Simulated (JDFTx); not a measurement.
Wanted: the native input for a JDFTx 1.7.0 (patched build) run.

```yaml
Task: single point
Functional: PBEsol
Potentials_or_basis: PseudoDojo-SR-PBEsol-0.4.1-standard with smoothed tails
Cutoff: 1143 eV
Density_cutoff: 9143 eV
k_mesh: 6 × 6 × 5
Occupations: fermi-dirac, width 0.05 eV
Spin: no spin polarisation
Local_potential_set_to_-Z/r_beyond: 6 bohr
Bands: 27
Density_cutoff_over_wavefunction_cutoff: 8
Max_SCF_steps: 100
SCF_threshold_on_the_energy: 1e-09 Ha
Solver_of_the_electrons: scf
Further_solve_for_the_empty_bands: yes
```

Crystal: SnO.

```
Sn O
1.0
     3.81370    0.00000    0.00000
     0.00000    3.81370    0.00000
     0.00000    0.00000    4.88691
Sn O
2 2
Direct
  0.50000 0.00000 0.76463
  0.00000 0.50000 0.23537
  0.00000 0.00000 0.00000
  0.50000 0.50000 0.00000
```

The cell is a database's computed one.

These files were run (other wordings do the same):

SnO.in

```
lattice Tetragonal 7.2068394886 9.2349277318
coords-type Lattice
ion Sn     0.5000000000     0.0000000000     0.7646261400 1
ion Sn     0.0000000000     0.5000000000     0.2353738600 1
ion O      0.0000000000     0.0000000000     0.0000000000 1
ion O      0.5000000000     0.5000000000     0.0000000000 1

ion-species pseudo/Sn.upf
ion-species pseudo/O.upf
elec-cutoff 42 336
elec-ex-corr gga-PBEsol
kpoint-folding 6 6 5
elec-smearing Fermi 0.0018374661
elec-n-bands 27
electronic-SCF nIterations 100 energyDiffThreshold 1e-09
electronic-minimize nIterations 30 energyDiffThreshold 1e-7
converge-empty-states yes
forces-output-coords Cartesian

dump-name run.$VAR
dump End Ecomponents EigStats BandEigs Kpoints Forces Stress ElecDensity
```

Potentials or basis: PseudoDojo-SR-PBEsol-0.4.1-standard with smoothed tails.

Launch:

```bash
$ jdftx -c 1 -i SnO.in -o SnO.out
```

It gave:

- Pressure: 0.0 GPa
- Largest force: 0.168 eV/Å
- Band gap on the k mesh: 0.13 eV, indirect (least direct gap 1.96 eV)
- Loewdin charges: Sn +0.78; O -0.72 e

Caveat: spin-orbit coupling is left out, which moves the levels of the heavy elements; an odd mesh through Γ misses points on the zone boundary, where band edges often lie.

Wall time 4 min on 1 thread of Arm Neoverse V2, with other jobs on the host, peak memory 0.33 GiB.
